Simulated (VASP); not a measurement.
# Mo (Im-3m) in VASP: band structure with PBEsol

Aim: the band structure of Mo with PBEsol.

Program: VASP 6.6.1. These are calculated values, not measurements. Logs are shortened: lines on timing, memory, paths and dates and some standing lists are left out, and cuts for length are marked.

## Step 1: The structure

Symmetry: Im-3m, No. 229, cubic system. The conventional cell has a = 3.131 Å, b = 3.131 Å, c = 3.131 Å, α = 90.00°, β = 90.00°, γ = 90.00°. Around Mo (site symmetry m-3m) lie 8 Mo at 2.71 Å.

The cell was built by a generator and needn't be a form met in nature.

## Step 2: Band structure, PBEsol

The input, INCAR:

```
PREC = Accurate
ENCUT = 520
EDIFF = 1E-7
ISMEAR = 1
SIGMA = 0.1
LREAL = False
LASPH = True
NELM = 80
ALGO = Normal
ISIF = 2
LWAVE = False
LCHARG = False
LMAXMIX = 4
GGA = PS
NBANDS = 13
ICORELEVEL = 1
```

The input, KPOINTS:

```
regular mesh
0
Gamma
  16 16 16
```

The input, POSCAR:

```
Mo                                      
1.0
   -1.5653291281      1.5653291281      1.5653291281
    1.5653291281     -1.5653291281      1.5653291281
    1.5653291281      1.5653291281     -1.5653291281
  Mo            
     1
Direct
     0.0000000000000000    0.0000000000000000    0.0000000000000000
```

The input, KPOINTS_OPT:

```
explicit points
64
Reciprocal
 0.0000000000  0.0000000000  0.0000000000 1
 0.0555555556 -0.0555555556  0.0555555556 1
 0.1111111111 -0.1111111111  0.1111111111 1
 0.1666666667 -0.1666666667  0.1666666667 1
 0.2222222222 -0.2222222222  0.2222222222 1
 0.2777777778 -0.2777777778  0.2777777778 1
 0.3333333333 -0.3333333333  0.3333333333 1
 0.3888888889 -0.3888888889  0.3888888889 1
 0.4444444444 -0.4444444444  0.4444444444 1
 0.5000000000 -0.5000000000  0.5000000000 1
 0.5000000000 -0.5000000000  0.5000000000 1
 0.4444444444 -0.4444444444  0.5000000000 1
 0.3888888889 -0.3888888889  0.5000000000 1
 0.3333333333 -0.3333333333  0.5000000000 1
 0.2777777778 -0.2777777778  0.5000000000 1
 0.2222222222 -0.2222222222  0.5000000000 1
 0.1666666667 -0.1666666667  0.5000000000 1
 0.1111111111 -0.1111111111  0.5000000000 1
 0.0555555556 -0.0555555556  0.5000000000 1
 0.0000000000  0.0000000000  0.5000000000 1
 0.0000000000  0.0000000000  0.5000000000 1
 0.0000000000  0.0000000000  0.4444444444 1
 0.0000000000  0.0000000000  0.3888888889 1
 0.0000000000  0.0000000000  0.3333333333 1
 0.0000000000  0.0000000000  0.2777777778 1
 0.0000000000  0.0000000000  0.2222222222 1
 0.0000000000  0.0000000000  0.1666666667 1
 0.0000000000  0.0000000000  0.1111111111 1
 0.0000000000  0.0000000000  0.0555555556 1
 0.0000000000  0.0000000000  0.0000000000 1
 0.0000000000  0.0000000000  0.0000000000 1
 0.0277777778  0.0277777778  0.0277777778 1
 0.0555555556  0.0555555556  0.0555555556 1
 0.0833333333  0.0833333333  0.0833333333 1
 0.1111111111  0.1111111111  0.1111111111 1
 0.1388888889  0.1388888889  0.1388888889 1
 0.1666666667  0.1666666667  0.1666666667 1
 0.1944444444  0.1944444444  0.1944444444 1
 0.2222222222  0.2222222222  0.2222222222 1
 0.2500000000  0.2500000000  0.2500000000 1
 0.2500000000  0.2500000000  0.2500000000 1
 0.2777777778  0.1666666667  0.2777777778 1
 0.3055555556  0.0833333333  0.3055555556 1
 0.3333333333  0.0000000000  0.3333333333 1
 0.3611111111 -0.0833333333  0.3611111111 1
 0.3888888889 -0.1666666667  0.3888888889 1
 0.4166666667 -0.2500000000  0.4166666667 1
 0.4444444444 -0.3333333333  0.4444444444 1
 0.4722222222 -0.4166666667  0.4722222222 1
 0.5000000000 -0.5000000000  0.5000000000 1
 0.2500000000  0.2500000000  0.2500000000 1
 0.2222222222  0.2222222222  0.2777777778 1
 0.1944444444  0.1944444444  0.3055555556 1
 0.1666666667  0.1666666667  0.3333333333 1
 0.1388888889  0.1388888889  0.3611111111 1
 0.1111111111  0.1111111111  0.3888888889 1
 0.0833333333  0.0833333333  0.4166666667 1
 0.0555555556  0.0555555556  0.4444444444 1
 0.0277777778  0.0277777778  0.4722222222 1
 0.0000000000  0.0000000000  0.5000000000 1
 0.0000000000  0.0000000000  0.0000000000 1
 0.5000000000 -0.5000000000  0.5000000000 1
 0.2500000000  0.2500000000  0.2500000000 1
 0.0000000000  0.0000000000  0.5000000000 1
```

Potentials or basis: VASP PAW PBE potentials, release 64 (Mo_sv).

Run with:

```
$ cat potpaw_PBE.64/Mo_sv/POTCAR > POTCAR
$ mpirun -np 1 vasp_std > vasp.out
```

OUTCAR:

```text
PREC = Accurate
   ENCUT = 520
   EDIFF = 1E-7
   ISMEAR = 1
   LREAL = False
   LASPH = True
   NELM = 80
   ISIF = 2
   GGA = PS

 ion  position               nearest neighbor table
   1  0.000  0.000  0.000-

  LATTYP: Found a body centered cubic cell.
 ALAT       =     3.1306582562

  Lattice vectors:

 A1 = (  -1.5653291281,   1.5653291281,   1.5653291281)
 A2 = (   1.5653291281,  -1.5653291281,   1.5653291281)
 A3 = (   1.5653291281,   1.5653291281,  -1.5653291281)

Analysis of symmetry for initial positions (statically):
=====================================================================
 Subroutine PRICEL returns:
 Original cell was already a primitive cell.

 Routine SETGRP: Setting up the symmetry group for a
 body centered cubic supercell.

 Subroutine GETGRP returns: Found 48 space group operations
 (whereof 48 operations were pure point group operations)
 out of a pool of 48 trial point group operations.

The static configuration has the point symmetry O_h .

Analysis of symmetry for dynamics (positions and initial velocities):
=====================================================================
 Subroutine PRICEL returns:
 Original cell was already a primitive cell.

 Routine SETGRP: Setting up the symmetry group for a
 body centered cubic supercell.

 Subroutine GETGRP returns: Found 48 space group operations
 (whereof 48 operations were pure point group operations)
 out of a pool of 48 trial point group operations.

The dynamic configuration has the point symmetry O_h .

 Subroutine INISYM returns: Found 48 space group operations
 (whereof 48 operations are pure point group operations),
 and found     1 'primitive' translations

----------------------------------------------------------------------------------------

                                     Primitive cell

  volume of cell :      15.3418

  direct lattice vectors                    reciprocal lattice vectors
    -1.565329128  1.565329128  1.565329128     0.000000000  0.319421642  0.319421642
     1.565329128 -1.565329128  1.565329128     0.319421642  0.000000000  0.319421642
     1.565329128  1.565329128 -1.565329128     0.319421642  0.319421642  0.000000000

  length of vectors
     2.711229580  2.711229580  2.711229580     0.451730418  0.451730418  0.451730418

  position of ions in fractional coordinates (direct lattice)
     0.000000000  0.000000000  0.000000000

  ion indices of the primitive-cell ions
   primitive index   ion index
                 1           1

----------------------------------------------------------------------------------------

 KPOINTS: regular mesh

Automatic generation of k-mesh.
 Grid dimensions read from file:
 generate k-points for:   16   16   16

 Generating k-lattice:

  Cartesian coordinates                     Fractional coordinates (reciprocal lattice)
     0.000000000  0.019963853  0.019963853     0.062500000  0.000000000  0.000000000
     0.019963853  0.000000000  0.019963853     0.000000000  0.062500000  0.000000000
     0.019963853  0.019963853  0.000000000     0.000000000  0.000000000  0.062500000

  Length of vectors
     0.028233151  0.028233151  0.028233151

  Shift w.r.t. Gamma in fractional coordinates (k-lattice)
     0.000000000  0.000000000  0.000000000

 Subroutine IBZKPT returns following result:
 ===========================================

 Found    145 irreducible k-points:

 Following reciprocal coordinates:
            Coordinates               Weight
  0.000000  0.000000  0.000000      1.000000
  0.062500  0.000000  0.000000     12.000000
  0.125000  0.000000  0.000000     12.000000
  0.187500  0.000000  0.000000     12.000000
  0.250000  0.000000  0.000000     12.000000
  0.312500  0.000000  0.000000     12.000000
[... 16 lines left out ...]
  0.187500  0.187500  0.000000     24.000000
  0.250000  0.187500  0.000000     48.000000
 [... further k-points ...]
   k-points           NKPTS =    145   k-points in BZ     NKDIM =    145   number of bands    NBANDS=     13
   number of dos      NEDOS =    301   number of ions     NIONS =      1
   total plane-waves  NPLWV =   8000
   dimension x,y,z NGX =    20 NGY =   20 NGZ =   20
   dimension x,y,z NGXF=    40 NGYF=   40 NGZF=   40
   ions per type =               1
   NGX,Y,Z   is equivalent  to a cutoff of  12.26, 12.26, 12.26 a.u.
   NGXF,Y,Z  is equivalent  to a cutoff of  24.53, 24.53, 24.53 a.u.
 SYSTEM =  unknown system
   PREC   = accura    normal or accurate (medium, high low for compatibility)
   ISTART =      0    job   : 0-new  1-cont  2-samecut
   ICHARG =      2    charge: 1-file 2-atom 10-const
   ISPIN  =      1    spin polarized calculation?
   LNONCOLLINEAR =      F non collinear calculations
   LSORBIT =      F    spin-orbit coupling
   LASPH  =      T    aspherical Exc in radial PAW
   ENCUT  =  520.0 eV  38.22 Ry    6.18 a.u.   5.04  5.04  5.04*2*pi/ulx,y,z
   NELM   =     80;   NELMIN=  2; NELMDL= -5     # of ELM steps
   EDIFF  = 0.1E-06   stopping-criterion for ELM
   LREAL  =      F    real-space projection
   EDIFFG = 0.1E-05   stopping-criterion for IOM
   NSW    =      0    number of steps for IOM
   IBRION =     -1    ionic relax: 0-MD 1-quasi-New 2-CG
   NFREE  =      0    steps in history (QN), initial steepest desc. (CG)
   ISIF   =      2    stress and relaxation
   ISYM   =      2    0-nonsym 1-usesym 2-fastsym
   POTIM  = 0.5000    time-step for ionic-motion
   TEBEG  =    0.0;   TEEND  =   0.0 temperature during run
   PSTRESS=    0.0 pullay stress
   NELECT =      14.0000    total number of electrons
   NUPDOWN=      -1.0000    fix difference up-down
   EMIN   =  10.00;   EMAX   =-10.00  energy-range for DOS
   EFERMI =   0.00;   METHOD = LEGACY
   ISMEAR =     1;   SIGMA  =   0.10  broadening in eV -4-tet -1-fermi 0-gaus
   EFERMI_NEDOS =   21; number of points for ismear=-14 and -15
   IALGO  =     38    algorithm
   IMIX   =      4    mixing-type and parameters
     AMIX     =   0.40;   BMIX     =  1.00
     AMIX_MAG =   1.60;   BMIX_MAG =  1.00
  volume/ion in A,a.u.               =      15.34       103.53
  Fermi-wavevector in a.u.,A,eV,Ry     =   1.587907  3.000710 34.306410  2.521450
  Thomas-Fermi vector in A             =   2.686993
   LORBIT       =      0    0 simple, 1 ext, 2 COOP (PROOUT), +10 PAW based schemes
   GGA     = PS    functional components
   LHFCALC =     F    Hartree Fock is set to
   AEXX    =    0.0000 exact exchange contribution
   IVDW    =     0    specifies the selected vdW correction
   LEPSILON=     F    determine dielectric tensor
   LRPA    =     F    only Hartree local field effects (RPA)
 non-spin polarized calculation
 Methfessel and Paxton  Order N= 1 SIGMA  =   0.10
  energy-cutoff  :      520.00
  volume of cell :       15.34
 maximum number of plane-waves:       427
   NGX =  9   NGY =  9   NGZ =  9

 number of electron      13.9999998 magnetization

 Free energy of the ion-electron system (eV)
  ---------------------------------------------------
  ext. energy  EPLUGINS =         0.00000000
  ---------------------------------------------------
  free energy    TOTEN  =       -11.78323328 eV

  energy without entropy =      -11.78376058  energy(sigma->0) =      -11.78340904

 the core state eigenenergies are
   1-  1s -19803.2005  2s  -2783.3830  2p  -2486.3830  3s   -460.5843  3p   -363.2913
       3d   -205.1148

 E-fermi :  12.7790     XC(G=0): -13.6336

 val. band max:       12.7579917837   @ k =  -0.1875   0.1875   0.0625
 cond. band min:      12.7865321499   @ k =   0.3750   0.0000   0.0000
 fundamental gap:      0.0285403662
 Fermi energy:        12.7790224355

 k-point     1 :       0.0000    0.0000    0.0000
  band No.  band energies     occupation
      1     -48.4204      2.00000
      2     -21.6633      2.00000
      3     -21.6633      2.00000
      4     -21.6633      2.00000
      5       5.4214      2.00000
      6      11.3703      2.00000
      7      11.3703      2.00000
      8      11.3703      2.00000
      9      14.4532     -0.00000
     10      14.4532     -0.00000
     11      27.6030      0.00000
     12      27.6030      0.00000
     13      27.6030      0.00000

 k-point     2 :       0.0625    0.0000    0.0000
  band No.  band energies     occupation
      1     -48.4098      2.00000
      2     -21.7245      2.00000
      3     -21.6821      2.00000
      4     -21.6638      2.00000
      5       5.5988      2.00000
      6      11.2690      2.00000
      7      11.3532      2.00000
      8      11.5373      2.00000
      9      14.3029     -0.00000
     10      14.4555     -0.00000
     11      27.7385      0.00000
     12      27.9025      0.00000
     13      27.9646      0.00000

 k-point     3 :       0.1250    0.0000    0.0000
  band No.  band energies     occupation
      1     -48.3792      2.00000
      2     -21.8968      2.00000
      3     -21.7352      2.00000
      4     -21.6652      2.00000
      5       6.0964      2.00000
      6      10.9935      2.00000
      7      11.2749      2.00000
      8      12.0299      2.00000
      9      14.0024     -0.00000
     10      14.4713     -0.00000
     11      28.0410      0.00000
     12      28.7692      0.00000
     13      28.8203      0.00000
[... 305 lines left out ...]
 k-point    23 :       0.1875    0.1875    0.0000
  band No.  band energies     occupation
      1     -48.2102      2.00000
      2     -22.6880      2.00000
      3     -22.0245      2.00000
      4     -21.7734      2.00000
      5       8.3598      2.00000
      6      10.0055      2.00000
      7      10.5207      2.00000
      8      13.6408     -0.00000
      9      15.1130      0.00000
     10      16.0421      0.00000
     11      27.3004      0.00000
     12      28.5593      0.00000
     13      31.7657      0.00000

 k-point    24 :       0.2500    0.1875    0.0000
  band No.  band energies     occupation
      1     -48.1665      2.00000
      2     -22.8380      2.00000
      3     -22.1497      2.00000
      4     -21.7934      2.00000
      5       8.4943      2.00000
      6       9.7689      2.00000
      7      10.9321      2.00000
      8      13.8770     -0.00000
      9      15.2519      0.00000
     10      17.5369      0.00000
     11      26.1536      0.00000
     12      27.6804      0.00000
     13      30.5819      0.00000

 [... further k-points ...]
[... 5 lines left out ...]
  --------------------------------------------------------------------------------------
  -------------------------------------------------------------------------------------
  Total        0.0089858      0.0089858      0.0089858     -0.0000000     -0.0000000      0.0000000
  in kB        0.9384041      0.9384041      0.9384041     -0.0000000     -0.0000000      0.0000000
  external PRESSURE =       0.9384041 kB  Pullay stress =       0.0000000 kB

 VOLUME and BASIS-vectors are now :
 -----------------------------------------------------------------------------
  energy-cutoff  :      520.00
  volume of cell :       15.34
      direct lattice vectors                 reciprocal lattice vectors
    -1.565329128  1.565329128  1.565329128     0.000000000  0.319421642  0.319421642
     1.565329128 -1.565329128  1.565329128     0.319421642  0.000000000  0.319421642
     1.565329128  1.565329128 -1.565329128     0.319421642  0.319421642  0.000000000

 POSITION                                       TOTAL-FORCE (eV/Angst)
 -----------------------------------------------------------------------------------
      0.00000      0.00000      0.00000        -0.000000     -0.000000      0.000000
 -----------------------------------------------------------------------------------
    total drift:                                0.000000      0.000000      0.000000

  FREE ENERGIE OF THE ION-ELECTRON SYSTEM (eV)
  ---------------------------------------------------
  free  energy   TOTEN  =       -11.7832332764 eV

  energy  without entropy=      -11.7837605799  energy(sigma->0) =      -11.78340904
```

Wall time 22 s (1 thread of Intel Xeon Platinum 8259CL at 2.50GHz (Skylake/Cascade Lake), shared host); peak memory 0.16 GiB.

What came out:

```yaml
Free_energy: -11.7832 eV
Pressure: 0.1 GPa
Band_gap_along_the_path: none (metal or under the smearing width)
```

Levels at the corners of the path, in eV from the Fermi level:
```tsv
point	band 5	band 6	band 7	band 8	band 9	band 10
Γ	-7.36	-1.41	-1.41	-1.41	1.67	1.67
H	-5.62	-5.62	4.11	4.11	4.11	9.16
H	-5.62	-5.62	4.11	4.11	4.11	9.16
N	-5.48	-3.51	1.67	1.72	2.37	4.91
N	-5.48	-3.51	1.67	1.72	2.37	4.91
Γ	-7.36	-1.41	-1.41	-1.41	1.67	1.67
Γ	-7.36	-1.41	-1.41	-1.41	1.67	1.67
P	-2.68	-2.68	-2.68	2.50	2.50	9.71
P	-2.68	-2.68	-2.68	2.50	2.50	9.71
H	-5.62	-5.62	4.11	4.11	4.11	9.16
P	-2.68	-2.68	-2.68	2.50	2.50	9.71
N	-5.48	-3.51	1.67	1.72	2.37	4.91
```

Core levels (eV, on the scale of the bands):
```tsv
atom	levels
1 Mo	1s -19803.2, 2s -2783.4, 2p -2486.4, 3s -460.6, 3p -363.3, 3d -205.1
```

Caveat: the PAW data sets were made with another functional, which shifts forces and pressure a little.
